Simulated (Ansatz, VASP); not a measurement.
Given: the input of a run of Ansatz 0.2.0 on AlN.

The input input.yaml:

```yaml
crystal:
  lattice:
    - [3.1539652241, 0.0, 0.0]
    - [-1.576982612, 2.7314140067, 0.0]
    - [0.0, 0.0, 5.0465469904]
  atoms:
    - { symbol: Al, position: [0.6666666667, 0.3333333333, 0.5] }
    - { symbol: Al, position: [0.3333333333, 0.6666666667, 0.0] }
    - { symbol: "N", position: [0.6666666667, 0.3333333333, 0.88] }
    - { symbol: "N", position: [0.3333333333, 0.6666666667, 0.38] }
hamiltonian:
  xc: pbe
  pseudopotentials: { kind: paw }
  dispersion: d4
kpoints:
  mp_grid: { grid: [10, 10, 6] }
scf:
  occupations: { method: fermi_dirac, width: 0.05 }
output:
  forces: true
  stress: true
  eigenvalues: true
```

Potentials or basis: Ansatz PAW.

The run is started by

```sh
$ ansatz run input.yaml --threads 2 --pin off --max-ram 5120MiB --backend cpu --events-out ev --progress --plain --runs-dir out
```

**Question.** Set up the same calculation for VASP 6.6.1. Potentials there: VASP PAW PBE potentials, release 64 (Al, N).

**Answer.** As run (the cutoff follows the program's own potentials):

INCAR

```
PREC     = Accurate       # precision mode
ENCUT    = 520            # plane-wave cutoff, eV
EDIFF    = 1E-6           # SCF threshold, eV
ISMEAR   = -1             # smearing method
SIGMA    = 0.05           # smearing width, eV
LREAL    = F              # projectors in reciprocal space
LASPH    = T              # aspherical terms in the spheres
NELM     = 60             # most SCF steps
ALGO     = Normal         # electronic algorithm
ISIF     = 2              # what is computed and relaxed
LWAVE    = F              # write WAVECAR
LCHARG   = T              # write CHGCAR
GGA      = PE             # functional
IVDW     = 13             # dispersion correction
LELF     = T              # ELF
LVHAR    = T            
NBANDS   = 16             # bands
```

File KPOINTS:

```
regular mesh
0
Gamma
  10 10 6
```

Contents of POSCAR:

```
AlN
1.0
    3.1539652241      0.0000000000      0.0000000000
   -1.5769826120      2.7314140067      0.0000000000
    0.0000000000      0.0000000000      5.0465469904
Al N
2 2
Direct
    0.6666666667      0.3333333333      0.5000000000
    0.3333333333      0.6666666667      0.0000000000
    0.6666666667      0.3333333333      0.8800000000
    0.3333333333      0.6666666667      0.3800000000
```

Potentials or basis: VASP PAW PBE potentials, release 64 (Al, N).

Run with:

```console
$ cat potpaw_PBE.64/Al/POTCAR potpaw_PBE.64/N/POTCAR > POTCAR
$ mpirun -np 1 vasp_std > vasp.out
```

Both were run:

|  | VASP | Ansatz | Ansatz less VASP |
| --- | --- | --- | --- |
| gap on the k mesh at the Fermi level (eV) | 3.88 | 3.87 | -0.009 |
| least direct gap on the mesh (eV) | 3.88 | 3.87 | -0.009 |
| pressure (GPa) | -8.4 | -8.2 | +0.26 |
| largest component of the traceless stress (GPa) | 1.27 | 1.23 | -0.043 |
| rms of the force components (eV/Å) | 0.057 | 0.057 | +0.0001 |
| dispersion energy (meV/atom) | -294.6 | -294.7 | -0.10 |

Atom by atom the forces differ by 0.000 eV/Å (rms over components).

Caveats: the pressure holds a Pulay correction of +0.5 GPa for the finite cutoff (Ansatz). Expect the measured gap to be larger: semilocal functionals such as PBE lack the derivative discontinuity.
